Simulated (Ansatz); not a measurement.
Crystal: SiC (Moissanite 3C).

```
CELL_PARAMETERS angstrom
0.00000 2.17900 2.17900
2.17900 0.00000 2.17900
2.17900 2.17900 0.00000
ATOMIC_POSITIONS crystal
Si 0.00028 0.99269 0.00702
C 0.74546 0.74842 0.74764
```

The cell isn't the ideal one: atoms moved at random, drawn with an rms of 0.02 Å.

```yaml
Program: Ansatz 0.2.0
Task: relaxation of cell and atoms
Functional: PBE
Dispersion: D4
Potentials_or_basis: Ansatz PAW
Cutoff: "420 eV (not typed: the program's choice for these potentials)"
k_mesh: 8 × 8 × 8
Occupations: methfessel-paxton, width 0.1 eV
Spin: no spin polarisation
```

At the start: volume 10.35 Å³/atom.

Where does the relaxation end?

It ends after 6 steps and the volume is 10.30 Å³/atom (-0.4 %); space group F-43m (No. 216, to 0.05 Å).

Step by step:
```
step  energy change (eV)  largest force (eV/Å)  volume (Å³)
   1              0.0000                0.6101        20.69
   2             -0.0061                0.3291        20.65
   3             -0.0081                0.1653        20.56
   4             -0.0102                0.0011        20.60
   5             -0.0102                0.0000        20.60
   6             -0.0101                0.0000        20.60
```

Final structure:
```
Si C
1.0
    -0.00001    2.17590    2.17589
     2.17588    0.00000    2.17588
     2.17588    2.17589    0.00000
Si C
1 1
Direct
  0.99787 0.99555 0.00233
  0.74787 0.74555 0.75233
```

Caveat: the plane-wave basis is chosen anew once the cell has moved, so the energies of steps on either side of that aren't comparable.
